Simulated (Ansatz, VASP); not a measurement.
One calculation of Pd, two programs

The input INCAR:

```
  PREC = Accurate
  ENCUT = 520
  EDIFF = 1E-7
  ISMEAR = 0
  SIGMA = 0.024
  LREAL = False
  LASPH = True
  NELM = 60
  ALGO = Fast
  ISIF = 2
  LWAVE = False
  LCHARG = False
  GGA = PE
  NBANDS = 11
```

KPOINTS

```
regular mesh
0
Gamma
  12 12 12
```

File POSCAR:

```
Pd
1.0
    0.0000000000      1.9465000000      1.9465000000
    1.9465000000      0.0000000000      1.9465000000
    1.9465000000      1.9465000000      0.0000000000
Pd
1
Direct
    0.0000000000      0.0000000000      0.0000000000
```

File input.yaml:

```yaml
crystal:
  lattice:
    - [0.0, 1.9465, 1.9465]
    - [1.9465, 0.0, 1.9465]
    - [1.9465, 1.9465, 0.0]
  atoms:
    - { symbol: Pd, position: [0.0, 0.0, 0.0] }
kpoints:
  mp_grid: { grid: [12, 12, 12] }
scf:
  occupations: { method: gaussian, width: 0.024 }
hamiltonian:
  xc: pbe
  pseudopotentials: { kind: all_electron, lapw: { basis_error: 0.001 } }
output:
  forces: true
  stress: true
  eigenvalues: true
```

Alike in both runs: task single point; functional PBE; k mesh 12 × 12 × 12; occupations gaussian, width 0.024 eV; no spin polarisation.

|  | VASP | Ansatz |
| --- | --- | --- |
| version | VASP 6.6.1 | Ansatz 0.2.0 |
| potentials or method | VASP PAW PBE potentials, release 64 (Pd) | all-electron LAPW, scalar-relativistic |
| plane-wave cutoff (eV) | 520 | see its input |

```csv
,VASP,Ansatz,Ansatz less VASP
gap on the k mesh at the Fermi level (eV),none,none,-
pressure (GPa),6.5,6.8,+0.27
```

A gap of «none» marks a metal or a gap that the smearing closes. Ansatz ran all-electron here, so the differences hold the error of VASP's frozen core and of both bases.
